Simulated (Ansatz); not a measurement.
CsI:
```xyz
2
Lattice="4.6664 0.0000 0.0000 0.0000 4.6664 0.0000 0.0000 0.0000 4.6664" Properties=species:S:1:pos:R:3 pbc="T T T"
Cs     0.0000     0.0000     0.0000
I      2.3332     2.3332     2.3332
```

Tensor components refer to the Cartesian frame of this cell.

### Question
Give the high-frequency dielectric tensor and the Born effective charge tensors of the independent atoms from DFPT, plane-wave PAW PBE (Ansatz code).

### Answer

ε∞:
```
3.20  0.00  0.00
0.00  3.20  0.00
0.00  0.00  3.20
```
Z* of atom 1 (Cs), rows: field, columns: displacement, in e:
```
1.33  0.00  0.00
0.00  1.33  0.00
0.00  0.00  1.33
```
Z* of atom 2 (I), rows: field, columns: displacement, in e:
```
-1.33   0.00   0.00
 0.00  -1.33   0.00
 0.00   0.00  -1.33
```

Static charges for comparison (Bader): Cs1 +0.81, I2 -0.81 e. Born charges measure polarisation by displacement and can exceed these by far.

Space group Pm-3m (CsCl type). The cell was relaxed with PBE under the symmetry of its start; phonons on a q-mesh show no instability. Scalar-relativistic: spin–orbit coupling is off unless named, which matters more the heavier the elements.

Potentials: the later of the program's two PAW sets.
